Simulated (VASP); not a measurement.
# The (1 1 0) face of ZrRu: relaxation and electronic structure

Aim: model the (1 1 0) face of ZrRu by a slab and find how far its highest filled level lies below the vacuum. The start is a cell from a database of measured crystal structures.

Program: VASP 6.6.1. Level of theory: PBE with D3(BJ); plane waves and PAW (Zr_sv, Ru_pv). Results are calculated unless marked as measured.

Report form: the programs' logs are mostly left out.

## Step 1: The structure

The cell holds 10 atoms: 5 Zr and 5 Ru. Cell: a = 3.250 Å, b = 4.596 Å, c = 24.192 Å, α = 90.0°, β = 90.0°, γ = 90.0°. It derives from ZrRu. The (1 1 0) slab of ZrRu, cut from the database cell. Vacuum lies along c.

## Step 2: Relaxing the slab

The free atoms relax, while those held by selective dynamics keep their cut positions.

Contents of INCAR:

```
SYSTEM = ZrRu
PREC = Normal
ENCUT = 300
EDIFF = 1E-05
NELM = 120
ISMEAR = 1
SIGMA = 0.1
LREAL = .FALSE.
ALGO = Fast
GGA = PE
IVDW = 12
NBANDS = 80
LORBIT = 11
LWAVE = .FALSE.
LCHARG = .FALSE.
KPAR = 2
IBRION = 2
NSW = 40
ISIF = 2
EDIFFG = -0.03
POTIM = 0.4
MAXMIX = 40
IDIPOL = 3
LDIPOL = .TRUE.
DIPOL = 0.5 0.5 0.5
```

Contents of POSCAR:

```
ZrRu
1.0
    3.2500000000      0.0000000000      0.0000000000
    0.0000000000      4.5961940777      0.0000000000
    0.0000000000      0.0000000000     24.1923881554
Zr Ru
5 5
Selective dynamics
Direct
    0.5000000000      0.0000000000      0.3100148700  F F F
    0.5000000000      0.5000000000      0.4050074300  F F F
    0.5000000000      0.0000000000      0.5000000000  T T T
    0.5000000000      0.5000000000      0.5949925700  T T T
    0.5000000000      0.0000000000      0.6899851300  T T T
    0.0000000000      0.5000000000      0.3100148700  F F F
    0.0000000000      0.0000000000      0.4050074300  F F F
    0.0000000000      0.5000000000      0.5000000000  T T T
    0.0000000000      0.0000000000      0.5949925700  T T T
    0.0000000000      0.5000000000      0.6899851300  T T T
```

Contents of KPOINTS:

```
Automatic mesh
0
Gamma
6 4 1
0 0 0
```

The projector-augmented-wave data sets are Zr_sv and Ru_pv (PBE family, release 64).

Launch:

```sh
$ mpirun -np 2 vasp_std
```

Run time: 6.9 min. Hardware: 2 MPI ranks of AMD EPYC 7R43, shared host; peak memory 0.46 GiB; 14 min of CPU time.

Dispersion corrections of this kind ignore metallic screening and tend to overbind metals. The run keeps the 4 symmetry operations of its start, so it cannot find a distortion of lower symmetry.

Step by step:

```
step  energy less that of the first step (eV)  largest force (eV/Å)
   1                                   0.0000                1.3432
   2                                  -0.0825                0.9000
   3                                  -0.1250                0.4352
   4                                  -0.1373                0.2154
   5                                  -0.1409                0.0689
   6                                  -0.1410                0.0589
   7                                  -0.1410                0.0786
   8                                  -0.1414                0.0358
   9                                  -0.1416                0.0543
  10                                  -0.1421                0.0448
  11                                  -0.1429                0.0471
  12                                  -0.1430                0.0699
  13                                  -0.1432                0.0443
  14                                  -0.1434                0.0178
```

The atoms that moved most (Å):

```
atom     dx     dy      dz  length
Ru10  0.000  0.000  -0.184   0.184
 Zr5  0.000  0.000   0.033   0.033
 Ru8  0.000  0.000  -0.013   0.013
 Zr4  0.000  0.000   0.010   0.010
 Zr3  0.000  0.000   0.006   0.006
```

Final coordinates:

```xyz
10
Lattice="3.2500 0.0000 0.0000 0.0000 4.5962 0.0000 0.0000 0.0000 24.1924" Properties=species:S:1:pos:R:3
Zr    1.6250    0.0000    7.5000
Zr    1.6250    2.2981    9.7981
Zr    1.6250    0.0000   12.1017
Zr    1.6250    2.2981   14.4042
Zr    1.6250    0.0000   16.7257
Ru    0.0000    2.2981    7.5000
Ru    0.0000    0.0000    9.7981
Ru    0.0000    2.2981   12.0833
Ru    0.0000    0.0000   14.3947
Ru    0.0000    2.2981   16.5081
```

This step gave:

```yaml
electronic_cycles: 111
electrons: 130
free_energy_toten: -95.8646 eV
energy_at_zero_smearing: -95.8672 eV
fermi_energy: 3.173 eV
labelled_metallic_from_the_levels_on_this_mesh: yes
dipole_moment: 0, 0, -0.02454 e·Å
```

The run ended after 14 ionic steps, 0.143 eV below its first step, once the forces on the free atoms met EDIFFG = -0.03.

Only the dipole across the slab is computed (IDIPOL = 3); zeros along the plane are no results.

VASP counts the dipole in electrons times Å, so a positive number points the physical dipole along −c.

## Step 3: Vacuum level and density of states

A static run writes the electrostatic potential without exchange and correlation (LVHAR), which is flat in the vacuum and gives the level to count from. The dipole correction cancels the field that unlike faces would set up across the vacuum.

Contents of INCAR:

```
SYSTEM = ZrRu
PREC = Normal
ENCUT = 300
EDIFF = 1E-06
NELM = 120
ISMEAR = 1
SIGMA = 0.1
LREAL = .FALSE.
ALGO = Fast
GGA = PE
IVDW = 12
NBANDS = 94
LORBIT = 11
LWAVE = .TRUE.
LCHARG = .TRUE.
IDIPOL = 3
LDIPOL = .TRUE.
DIPOL = 0.5 0.5 0.499
LVHAR = .TRUE.
LVACPOTAV = .TRUE.
LELF = .TRUE.
NEDOS = 1500
```

Contents of POSCAR:

```
ZrRu
1.0
    3.2500000000      0.0000000000      0.0000000000
    0.0000000000      4.5961940777      0.0000000000
    0.0000000000      0.0000000000     24.1923881554
Zr Ru
5 5
Direct
    0.5000000000      0.0000000000      0.3100148700
    0.5000000000      0.5000000000      0.4050074300
    0.5000000000      0.0000000000      0.5002293707
    0.5000000000      0.5000000000      0.5954030425
    0.5000000000      0.0000000000      0.6913635642
    0.0000000000      0.5000000000      0.3100148700
    0.0000000000      0.0000000000      0.4050074300
    0.0000000000      0.5000000000      0.4994677935
    0.0000000000      0.0000000000      0.5950085018
    0.0000000000      0.5000000000      0.6823694534
```

KPOINTS is that of step 2.

Launch:

```sh
$ mpirun -np 2 vasp_std
```

Wall time 2.2 min (2 MPI ranks); peak memory 0.35 GiB.

This step gave:

- electronic cycles: 30
- DOS at the Fermi level: 3.876 states/eV/cell
- dipole moment: 0, 0, -0.02460 e·Å
- vacuum levels: 7.249, 7.547 eV
- work functions of the upper and lower face: 4.076, 4.374 eV

The density of states has structure finer than the step of the table below, so its rows give means over 1 eV, whole bins alone (the curve runs from -12.0 to 7.98 eV). Peaks (eV: height): total -3.2: 19.3, -2.5: 24.6, -2.3: 20.0, -1.4: 22.4; Zr d 2.2: 9.13, 3.0: 8.72, 4.1: 9.19, 4.4: 9.25; Ru s -5.2: 0.621, -4.3: 0.916, -4.1: 0.860, -3.8: 1.25; Ru d -2.5: 14.4, -2.3: 12.2, -1.4: 13.9, -1.1: 11.4.

Density of states against energy, zero at the Fermi level; means over each step; values in states/eV/cell:

```
energy (eV)    total     Zr d     Ru s     Ru d
         -7  -1.1e-4        0  -3.1e-5        0
         -6    0.421  0.00106    0.104  0.00125
         -5     1.08   0.0589    0.217   0.0940
         -4     10.5     1.44    0.815     3.75
         -3     15.3     2.29    0.304     8.00
         -2     16.6     2.36    0.179     9.95
         -1     12.2     1.15    0.213     7.27
          0     6.97     1.35    0.190     2.54
          1     10.9     3.73    0.203     3.85
          2     14.9     6.78    0.130     3.87
          3     9.31     4.62   0.0550     1.64
          4     8.56     4.99   0.0136     1.42
          5     5.47     2.95   0.0103    0.874
          6     3.98     1.66   0.0360    0.288
          7     1.77    0.570   0.0661    0.190
```

The planar average of the electrostatic potential oscillates, so the rows of the table below give means over windows of 2.24 Å about each position, cut where the curve ends. Its maxima inside the range that stand out by 2 % of the span (Å: eV): 8.6: -1.05, 11.0: -1.26, 13.2: -1.19, 15.5: -1.82. Its minima: 7.5: -20.3, 9.7: -20.5, 12.1: -20.6, 14.4: -20.4, 16.6: -20.0.

Zero at the Fermi level. Table of planar average of the electrostatic potential by height; means over each step:

```
height (Å)  planar average of the electrostatic potential (eV)
      1.12                                                4.38
      3.36                                                4.37
      5.60                                                2.59
      7.84                                               -11.2
     10.08                                               -11.4
     12.32                                               -11.4
     14.56                                               -11.5
     16.80                                               -11.0
     19.04                                                3.52
     21.28                                                4.08
     23.52                                                4.10
```

Density of states in the PAW spheres, an atom over height of the layer and energy from the Fermi level.

Ten even steps from '_' (0.00 states/eV) to '@' (2.71 states/eV), each cell a mean:
```
::..........
::......::..
::......--..
--__....++__
++--::--@@..
**==++==@@..
======--**..
++++++++%%::
--++++++++..
::==--====..
::==::====..
..--==--::..
__::::::____
____________
____________
____________
____________
____________
____________
____________
____________
____________
```
Columns: height of the layer (Å) from 7.5 to 16.7 (not evenly spaced); rows upwards: energy from the Fermi level (eV) from -7.9 to 0.5.

Force by atom:

```
atom  x (eV/Å)  y (eV/Å)  z (eV/Å)  size
 Zr1      0.00      0.00     -0.46  0.46
 Zr2      0.00      0.00     -0.73  0.73
 Zr3      0.00      0.00     -0.01  0.01
 Zr4      0.00      0.00      0.00  0.00
 Zr5      0.00      0.00     -0.01  0.01
 Ru6      0.00      0.00      1.35  1.35
 Ru7      0.00      0.00     -0.16  0.16
 Ru8      0.00      0.00      0.02  0.02
 Ru9      0.00      0.00      0.00  0.00
Ru10      0.00      0.00      0.00  0.00
```

Electrostatic potential energy in the ca plane at fractional y = 0.000, with atoms of Zr and Ru within 0.2 Å of it. With pseudopotentials it is smooth inside the atoms' cores, unlike the true potential.

Ten even steps from '0' (-62 eV) to '9' (8 eV), each cell a mean:
```
99999999999999999999889973002589989986200379
99999999999999999987557886435888656888534688
99999999999999999863113789888985211589888998
99999999999999999841001689999973000379999997
99999999999999999851002689999984000379999997
99999999999999999974335888667887423688766898
99999999999999999998778985213688878897312489
99999999999999999999999973001589999985100269
```
Columns run along c (16.0 Å, from fractional 0.00 to 0.66 of the cell; values clipped at the 3rd and 97th percentile), rows up along a (3.2 Å). Atoms in or near the plane, at fractional coordinates: Zr at (0.31, 0.50), Zr at (0.50, 0.50), Ru at (0.41, 0.00), Ru at (0.60, 0.00).

ELF in the ca plane at fractional y = 0.000, with atoms of Zr and Ru within 0.2 Å of it. It is the smooth field of the valence electrons, not physical close to the nuclei.

Values, 5 rows by 16 columns, each cell a mean:
```
0.00 0.00 0.00 0.01 0.09 0.27 0.28 0.20 0.25 0.36 0.36 0.24 0.19 0.32 0.32 0.36
0.00 0.00 0.00 0.07 0.05 0.06 0.21 0.71 0.39 0.29 0.28 0.42 0.69 0.28 0.26 0.28
0.00 0.00 0.00 0.04 0.03 0.03 0.29 0.80 0.49 0.38 0.35 0.53 0.78 0.33 0.38 0.30
0.00 0.00 0.00 0.04 0.07 0.11 0.17 0.52 0.30 0.31 0.30 0.32 0.51 0.27 0.29 0.30
0.00 0.00 0.00 0.00 0.10 0.35 0.40 0.20 0.28 0.31 0.33 0.28 0.19 0.35 0.23 0.37
```
Columns run along c (16.0 Å, from fractional 0.00 to 0.66 of the cell), rows up along a (3.2 Å). Atoms in or near the plane, at fractional coordinates: Zr at (0.31, 0.50), Zr at (0.50, 0.50), Ru at (0.41, 0.00), Ru at (0.60, 0.00).

Valence density in the ca plane at fractional y = 0.000, with atoms of Zr and Ru within 0.2 Å of it. It is the smooth field of the valence electrons, not physical close to the nuclei.

Values in e/Å³, 5 rows by 16 columns, each cell a mean:
```
0.0 0.0 0.0 0.0 0.0 0.0 0.1 0.3 0.3 3.7 2.7 0.3 0.3 0.9 4.9 0.9
0.0 0.0 0.0 0.0 0.0 0.0 0.3 2.7 0.8 0.5 0.4 1.2 2.4 0.4 0.6 0.4
0.0 0.0 0.0 0.0 0.0 0.0 0.6 4.9 1.3 0.2 0.2 2.2 4.3 0.4 0.2 0.3
0.0 0.0 0.0 0.0 0.0 0.0 0.2 1.6 0.5 1.0 0.8 0.8 1.4 0.4 1.3 0.4
0.0 0.0 0.0 0.0 0.0 0.0 0.1 0.2 0.3 4.8 3.5 0.3 0.2 1.2 6.3 1.2
```
Columns run along c (16.0 Å, from fractional 0.00 to 0.66 of the cell), rows up along a (3.2 Å). Atoms in or near the plane, at fractional coordinates: Zr at (0.31, 0.50), Zr at (0.50, 0.50), Ru at (0.41, 0.00), Ru at (0.60, 0.00).

The density of states holds every band computed, so its fall toward the upper end of the range is no gap.

The map of layer states is cut here 0.5 eV above the Fermi level, so it leaves out the states above that.

The vacuum level lies 4.08 eV above the Fermi level at the upper face; the two faces differ by 0.30 eV, the step that the slab's dipole of -0.025 e·Å makes.

VASP counts the dipole in electrons times Å, so a positive number points the physical dipole along −c.

The program found no field-free point at its default tolerance, but its printed level agrees with the flat part of the planar average.

On this mesh the fine structure of the density of states is sampling noise, and high empty states may be cut by the number of bands.

## Step 4: Tunnelling image, filled states within 1 eV

A partial density over this window, at constant height above the top atom, is the Tersoff-Hamann picture of a tunnelling image.

Contents of INCAR:

```
SYSTEM = ZrRu
PREC = Normal
ENCUT = 300
EDIFF = 1E-05
NELM = 120
ISMEAR = 1
SIGMA = 0.1
LREAL = .FALSE.
ALGO = Fast
GGA = PE
IVDW = 12
NBANDS = 94
LWAVE = .FALSE.
LCHARG = .FALSE.
ISTART = 1
LPARD = .TRUE.
NBMOD = -3
EINT = -1 0
LSEPB = .FALSE.
LSEPK = .FALSE.
```

POSCAR is that of step 3.

KPOINTS is that of step 3.

The run starts from files that an earlier step left in the folder.

Launch:

```sh
$ mpirun -np 2 vasp_std
```

The job ended after 2.4 s (2 MPI ranks; 3.9 s of CPU time).

Local density of states in the window along a and b. Constant height, 2.5 Å above the top atom.

Ten even steps from '_' (1.57 × 1e-3 e/Å³) to '@' (2.93 × 1e-3 e/Å³), each cell a mean:
```
@@@@@@%%####**++--::::..__________..::::--++**####%%@@@@
@@@@@@%%%%##**++==--::..__________..::--==++**##%%%%@@@@
@@@@@@@@%%##**++==--::....______....::--==++**##%%@@@@@@
@@@@@@@@%%##**++==----::..........::----==++**##%%@@@@@@
@@@@@@@@%%##**++++==--::::......::::--==++++**##%%@@@@@@
@@@@@@%%%%##**++++==--::::::::::::::--==++++**##%%%%@@@@
@@@@%%%%####**++====--::::::::::::::--====++**####%%%%@@
%%%%%%%%##****++====--::::::::::::::--====++****##%%%%%%
%%%%%%####**++++==----::::::::::::::----==++++**####%%%%
%%%%####****++====----::::::::::::::----====++****####%%
%%######****++====----::::::..::::::----====++****######
%%######****++====----::::::..::::::----====++****######
%%%%######**++++==----::::::::::::::----==++++**######%%
%%%%%%####****++====--::::::::::::::--====++****####%%%%
@@@@%%%%####**++====--::::::::::::::--====++**####%%%%@@
@@@@@@%%%%##**++++==--::::::::::::::--==++++**##%%%%@@@@
@@@@@@%%%%##**++++==--::::::..::::::--==++++**##%%%%@@@@
@@@@@@@@%%##**++====--::::......::::--====++**##%%@@@@@@
@@@@@@@@%%##**++==--::::..........::::--==++**##%%@@@@@@
@@@@@@%%%%##**++==--::....______....::--==++**##%%%%@@@@
@@@@@@%%####**++==--::..__________..::--==++**####%%@@@@
@@@@@@%%##**++==--::....__________....::--==++**##%%@@@@
```
Columns: along a (fractional) from 0 to 0.964; rows upwards: along b (fractional) from 0 to 0.975.

Partial charge density in the ca plane at fractional y = 0.000, with atoms of Zr and Ru within 0.2 Å of it. It is the smooth field of the valence electrons, not physical close to the nuclei.

Ten steps, logarithmic in the rise over the least value, from '0' (0.00 Å⁻³) to '9' (0.37 Å⁻³), each cell a mean:
```
00000000000001123455433346897532222346899754
00000000000001123454344335665433333344666544
00000000000000123345665444444444554444444444
00000000000000122346884444333444676444333444
00000000000000122345775444334444565444433444
00000000000000123444454434554444444444444444
00000000000001123455433345786533223345787654
00000000000001123455433346998532222246899864
```
Columns run along c (16.0 Å, from fractional 0.00 to 0.66 of the cell), rows up along a (3.2 Å). Atoms in or near the plane, at fractional coordinates: Zr at (0.31, 0.50), Zr at (0.50, 0.50), Ru at (0.41, 0.00), Ru at (0.60, 0.00).

Shared out to the nearest atoms, the partial charge density has 69 % on Ru; its largest share on one atom is 23 % (Ru6), and it takes 6 of the 10 atoms to pass 80 %.

Between its 5th and 95th percentile the partial density varies by a factor of 1.7, which sets the contrast of the image.

## Step 5: Putting the energies together

This step: slab, PBE + D3(BJ); plane waves and PAW (VASP 6.6.1).

No new run; the numbers come from the runs before.

## Step 6: Outcome

| Item | Value |
| --- | --- |
| work function of the slab | 4.08 eV |

**Reading.** The work function is 4.08 eV at the upper face and 4.37 eV at the lower, which was held as cut. The atom that ends on top (Zr) moved outwards by 0.03 Å. The cell in the plane was kept as given and was not relaxed here.

[Lines on the potential files, build, host, timing and source positions are cut from VASP's logs without a mark.]

[Logs are printed without paths, hosts, clocks, repeated set-up lines and the standing remarks that a program may print on its own settings, such as how far it seeks lower states.]

[Hosts, paths, dates, database ids (printed as entryN), source tags and the programs' standing remarks are cut or masked in the printed files.]

[In band tables of VASP the shares of atoms and orbitals are scaled to a sum of 1 inside the atoms' spheres.]

[Runs that stopped without an error message from VASP are left out.]
